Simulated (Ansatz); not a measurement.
The system is MoS2.

```
CELL_PARAMETERS angstrom
1.58000 0.91221 6.15000
-1.58000 0.91221 6.15000
0.00000 -1.82443 6.15000
ATOMIC_POSITIONS crystal
Mo 0.00000 0.00000 0.00000
S 0.41700 0.41700 0.41700
S 0.25000 0.25000 0.25000
```

Measurements of this composition are mostly on another form, of space group No. 194.

Base run:

* Program: Ansatz 0.2.0
* Functional: PBEsol
* Potentials or basis: Ansatz PAW
* Cutoff: 420 eV (not typed: the program's choice for these potentials)
* k mesh: 10 × 10 × 10
* Occupations: fermi-dirac, width 0.05 eV
* Spin: no spin polarisation
* Hubbard terms: Mo d U = 5 eV

Its results: band gap on the k mesh 0.92 eV, indirect (least direct gap 1.70 eV); pressure 0.3 GPa; largest force 0.239 eV/Å.

Q: After a change of settings the same cell gave: band gap on the k mesh 0.75 eV, indirect (least direct gap 1.07 eV); pressure 1.8 GPa; largest force 0.196 eV/Å. Which change was it?
A. hubbard terms from Mo d U = 5 eV to Mo d U = 2 eV
B. hubbard terms from Mo d U = 5 eV to none; hubbard projectors from ortho-atomic (the default) to none
C. hubbard terms from Mo d U = 5 eV to Mo d U = 8 eV

A: C.

Caveats: the PAW data sets come from PBE, with cores solved anew for the run's functional, which leaves a small shift of forces and pressure.
